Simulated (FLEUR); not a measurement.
Runs of FLEUR MaX-R8.1 (later development tree) on ZnS. The structure is cubic, space group F-43m (No. 216). Conventional cell: a = 5.404 Å, b = 5.404 Å, c = 5.404 Å, α = 90.00°, β = 90.00°, γ = 90.00°. Zn (site symmetry -43m) has 4 S at 2.34 Å as nearest neighbours. S (site symmetry -43m) has 4 Zn at 2.34 Å as nearest neighbours. 

| task | level | smearing | gmax | muffin-tin radii | max iterations | mixing factor | mixer | kmax | gap on the mesh (eV) | V0 of scaled cells (Å³/atom) | B0 (GPa) |
| --- | --- | --- | --- | --- | --- | --- | --- | --- | --- | --- | --- |
| equation of state | PBEsol | fermi-dirac 0.05 eV | 16.3 1/bohr | Zn 2.11, S 1.86 bohr | - | - | - | 5.27 1/bohr | - | 19.21 | 79 |
| single point | PBE | fermi-dirac 0.05 eV | 16.3 1/bohr | Zn 2.11, S 1.86 bohr | 60 | 0.05 | Anderson | 5.27 1/bohr | 2.11 | - | - |
| single point | WC | gaussian 0.02 eV | 13.4 1/bohr | Zn 2.18, S 1.92 bohr | 60 | 0.05 | Anderson | 4.32 1/bohr | 1.94 | - | - |
| band structure | PBEsol | fermi-dirac 0.05 eV | 15.8 1/bohr | Zn 2.18, S 1.92 bohr | 60 | 0.05 | Anderson | 5.1 1/bohr | 1.98 | - | - |
| equation of state | PBE | fermi-dirac 0.05 eV | 16.3 1/bohr | Zn 2.11, S 1.86 bohr | - | - | - | 5.27 1/bohr | - | (b) | (a) |
| single point | PBE | gaussian 0.018 eV | 15.8 1/bohr | Zn 2.18, S 1.92 bohr | 60 | 0.05 | Anderson | 5.1 1/bohr | 2.11 | - | - |
| band structure | RPBE | fermi-dirac 0.05 eV | 15.8 1/bohr | Zn 2.18, S 1.92 bohr | 60 | 0.05 | Anderson | 5.1 1/bohr | 2.48 | - | - |

Alike in all rows: potentials or basis all-electron, FLAPW; no spin polarisation; cell as given; k mesh 9 × 9 × 9.

Question: Estimate the missing entries.

Answer: (a) 69; (b) 20.17.

Caveats: an odd mesh through Γ misses points on the zone boundary, where band edges often lie (some runs).

Not every run made on this cell is shown here.
